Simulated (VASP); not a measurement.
Set up this calculation in VASP 6.6.1, as the native input.

* Task: single point
* Functional: PBE
* Potentials or basis: VASP PAW PBE potentials, release 64 (C, O, H)
* Cutoff: 520 eV
* k mesh: 1 × 1 × 1
* Occupations: fermi-dirac, width 0.05 eV
* Spin: no spin polarisation
* Dipole correction: no
* Further INCAR settings: LREAL = Auto; ALGO = Normal; EDIFF = 1e-07; NBANDS = 66

The structure of H4CO lies in POSCAR:

```
H4CO
1.0
    7.6185600000      0.0000000000      0.0000000000
    0.0000000000      7.6185600000      0.0000000000
    0.0000000000      0.0000000000      7.6185600000
C O H
6 6 24
Direct
    0.7137044271      0.6519079721      0.6202484459
    0.2778084047      0.5515609249      0.8222813760
    0.0973412298      0.9072580645      0.3466928133
    0.9103163852      0.3151645455      1.0832493280
    0.6540868616      0.1194320186      0.6111128612
    0.5997590096      0.8568154612      0.1093907510
    0.8497406334      0.7351651756      0.7165396085
    0.2296890751      0.3749002436      0.7609311996
    0.0824040239      0.8694162676      0.1646767893
    1.0459194388      0.2049993700      1.0120022681
    0.7360183552      0.2063382056      0.4652191490
    0.7418462282      0.7375803301      0.0718508485
    0.7708543347      0.6417091944      0.4849866641
    0.8084861181      0.7340494792      0.8385442918
    0.6811917213      0.5254798807      0.6807191910
    0.5912403394      0.7294816868      0.6056656376
    0.1570244246      0.6000477781      0.8879368280
    0.3319787466      0.3105967532      0.7187578755
    0.3850071405      0.5510227655      0.9204626596
    0.3010542675      0.6425361223      0.7164477277
    0.1388845136      0.7850302419      0.4184386551
    0.0864599084      0.9755255586      0.0940335181
    0.2031223748      1.0047043011      0.3611706149
   -0.0223008023      0.9621372018      0.4089749244
    0.8117807040      0.2313298051      1.1437594506
    1.1137275286      0.2799479167      0.9346254410
    0.9733204175      0.3989074051      1.1858408938
    0.8462885375      0.3889186408      0.9774681830
    0.5590164020      0.0342453167      0.5481219548
    0.8384261593      0.2715080015      0.5053448421
    0.7451276882      0.0520308300      0.6951182376
    0.5859637517      0.2137411794      0.6993841356
    0.4733309182      0.7836126512      0.1109789777
    0.8499637727      0.7963447161      0.1003207955
    0.6030273438      0.9139128654      0.2419617356
    0.5868956863      0.9658386887      0.0114982359
```

The cell was built by a generator and needn't be a form met in nature.

These files were run (other wordings do the same):

INCAR

```
SYSTEM = H4CO
PREC = Accurate
ENCUT = 520
EDIFF = 1E-7
ISMEAR = -1
SIGMA = 0.05
LREAL = Auto
LASPH = .TRUE.
NELM = 100
ALGO = Normal
ISIF = 2
LWAVE = .FALSE.
LCHARG = .FALSE.
GGA = PE
NBANDS = 66
```

KPOINTS

```
Automatic mesh
0
G
  1 1 1
  0 0 0
```

Potentials or basis: VASP PAW PBE potentials, release 64 (C, O, H).

Run with:

```sh
$ cat potpaw_PBE.64/C/POTCAR potpaw_PBE.64/O/POTCAR potpaw_PBE.64/H/POTCAR > POTCAR
$ mpirun -np 1 vasp_gam > vasp.out
```

Results of the run:

```yaml
Pressure: 0.0 GPa
Largest_force: 1.506 eV/Å
Band_gap_on_the_k_mesh: 4.46 eV, direct
```

Run time: 36 s on 1 thread of Intel(R) Xeon(R) 6975P-C (Granite Rapids), with other jobs on the host, peak memory 0.52 GiB.
